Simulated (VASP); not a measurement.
Input of a VASP 6.6.1 run:

File INCAR:

```
SYSTEM = Ti
PREC = Accurate
ENCUT = 520
EDIFF = 1E-6
ISMEAR = -1
SIGMA = 0.05
LREAL = .False.
LASPH = .True.
NELM = 80
ALGO = Normal
ISIF = 2
LWAVE = .False.
LCHARG = .True.
GGA = PE
LELF = .True.
LVHAR = .True.
NBANDS = 12
```

The input KPOINTS:

```
Automatic mesh
0
Gamma
  18 18 18
  0 0 0
```

POSCAR

```
Ti
1.0
   -1.6258179727      1.6258179727      1.6258179727
    1.6258179727     -1.6258179727      1.6258179727
    1.6258179727      1.6258179727     -1.6258179727
Ti
1
Direct
    0.0000000000      0.0000000000      0.0000000000
```

Potentials or basis: VASP PAW PBE potentials, release 64 (Ti_sv).

Run with:

```sh
$ cat potpaw_PBE.64/Ti_sv/POTCAR > POTCAR
$ mpirun -np 1 vasp_std > vasp.out
```

(1) Estimate the band gap on the k mesh.

(2) Predict the pressure.

Results:

(1) none (metal or under the smearing width).

(2) 0.2 GPa.
